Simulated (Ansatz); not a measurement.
**C: ideal shear of a crystal plane**

Computed with DFT PBE, scalar-relativistic, plane waves, PAW (Ansatz). The runs took a 420 eV cutoff, a Γ-centred 10×10×2 mesh and Gaussian smearing (0.05 eV). No spin polarisation. Energies are free energies at this smearing, counted from the undisturbed cell; pressure is positive in compression.

The undisturbed cell (relaxed at this level):

```xyz
12
Lattice="1.7857 -1.7857 0.0000 1.7857 0.0000 -1.7857 7.1430 7.1430 7.1430" Properties=species:S:1:pos:R:3 pbc="T T T"
C     4.3158    0.7443    0.7443
C     0.7443    0.7443    0.7443
C     4.3158    2.5300    2.5300
C     7.8872    4.3158    4.3158
C     4.3158    4.3158    4.3158
C     7.8872    6.1015    6.1015
C     5.2086    1.6372    1.6372
C     1.6372    1.6372    1.6372
C     5.2086    3.4229    3.4229
C     8.7801    5.2086    5.2086
C     5.2086    5.2086    5.2086
C     1.6372   -0.1486   -0.1486
```

The cut lies on the cell's a–b face, a (1 1 1) plane (indices in the standard cell, whose axes needn't be the Cartesian ones shown) of area 5.52 Å², between layers 1.55 Å apart. Vector c is tilted by f times 1·a + 1·b (length 4.374 Å) with the atoms' Cartesian places fixed: one unrelaxed fault a cell. The traction is dγ/du, the slope of γ against the slip u in Å.

| f | γ (mJ/m²) | traction (GPa) |
| --- | --- | --- |
| 0.0000 | 0 | 0.0 |
| 0.0833 | 1611 | 88.6 |
| 0.1667 | 6282 | 161.8 |
| 0.2500 | 12729 | 178.8 |
| 0.3333 | 17355 | 0.2 |
| 0.4167 | 14303 | -95.8 |
| 0.5000 | 11600 | -48.3 |
| 0.5833 | 10742 | -1.9 |
| 0.6667 | 10938 | 0.1 |
| 0.7500 | 9885 | -69.3 |
| 0.8333 | 5579 | -133.6 |
| 0.9167 | 1517 | -81.0 |

Q: Read off the first barrier and the stress needed to climb it, and compare with Frenkel's sinusoid.

A: The first sampled maximum lies at f = 0.333, a slip of 1.46 Å, with γ ≈ 17355 mJ/m², which stands in for the unstable fault energy γ_us, and the steepest sampled slope before it is 178.8 GPa. A sinusoid γ = γ_us sin²(πu/λ) with its maximum there has λ = 2.92 Å and a largest slope πγ_us/λ = 187.0 GPa (1 mJ/m² per Å = 0.01 GPa). The stand-in is too high: a rotation axis of order three or more passes through this point, so the curvature is the same in every direction of the plane and the point is a peak of the γ-surface, which slip goes round.

Q: Is there a metastable fault on this line?

A: The samples dip to a local minimum of 10742 mJ/m² at f = 0.583. It lies off the rotation axes, between two maxima that lie on them, so it is most likely the pass between two peaks of the γ-surface: a saddle for slip across the line, a better estimate of γ_us, and no metastable fault.

The cut is rigid; relaxing the faces lowers these energies and usually the stresses.

The gap closes along the scan, which can put kinks into the curve.

Cost: 12 runs of about 0.79 core-minutes in all, on Intel Xeon 6975P-C (Granite Rapids) (shared hosts).